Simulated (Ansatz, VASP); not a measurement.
TiAl: VASP beside Ansatz

INCAR

```
PREC = Accurate ; ENCUT = 520
EDIFF = 1E-6 ; ISMEAR = 0
SIGMA = 0.1 ; LREAL = F
LASPH = T ; NELM = 80
ALGO = Normal ; ISIF = 2
LWAVE = F ; LCHARG = F
GGA = CA ; NBANDS = 14
```

The input KPOINTS:

```
regular mesh
0
Gamma
  6 6 4
```

File POSCAR:

```
TiAl
1.0
    2.8107518100      0.0000000000      0.0000000000
    0.0000000000      2.8107518100      0.0000000000
    0.0000000000      0.0000000000      4.0664219200
Ti Al
1 1
Direct
    0.5000000000      0.5000000000      0.5000000000
    0.0000000000      0.0000000000      0.0000000000
```

Input for Ansatz:

```yaml
crystal:
  lattice:
    - [2.81075181, 0.0, 0.0]
    - [0.0, 2.81075181, 0.0]
    - [0.0, 0.0, 4.06642192]
  atoms:
    - { symbol: Ti, position: [0.5, 0.5, 0.5] }
    - { symbol: Al, position: [0.0, 0.0, 0.0] }
basis:
  ecutwfc: 420
kpoints:
  mp_grid: { grid: [6, 6, 4] }
hamiltonian:
  xc: lda
  pseudopotentials: { kind: paw, azcp: { folder: soft_1 } }
scf:
  occupations: { method: gaussian, width: 0.1 }
output:
  forces: true
  stress: true
  eigenvalues: true
```

The cell comes from a database or a generator and needn't be the stable form of this composition.

Alike in both runs: task single point; functional LDA; k mesh 6 × 6 × 4; occupations gaussian, width 0.1 eV; no spin polarisation.

```csv
,VASP,Ansatz
version,VASP 6.6.1,Ansatz 0.2.0
potentials or method,"VASP PAW LDA potentials, release 64 (Ti_sv, Al)","scalar-relativistic, plane waves, PAW"
plane-wave cutoff (eV),520,420
valence electrons in the cell,15,15
```

|  | VASP | Ansatz | Ansatz less VASP |
| --- | --- | --- | --- |
| gap on the k mesh at the Fermi level (eV) | none | none | - |
| pressure (GPa) | -5.3 | -5.5 | -0.16 |

A gap of «none» marks a metal or a gap that the smearing closes. Ansatz warned: «pseudo_functional_mismatch».

Caveats: the k mesh is coarse (spacing up to 0.39 Å⁻¹), so the values aren't converged.
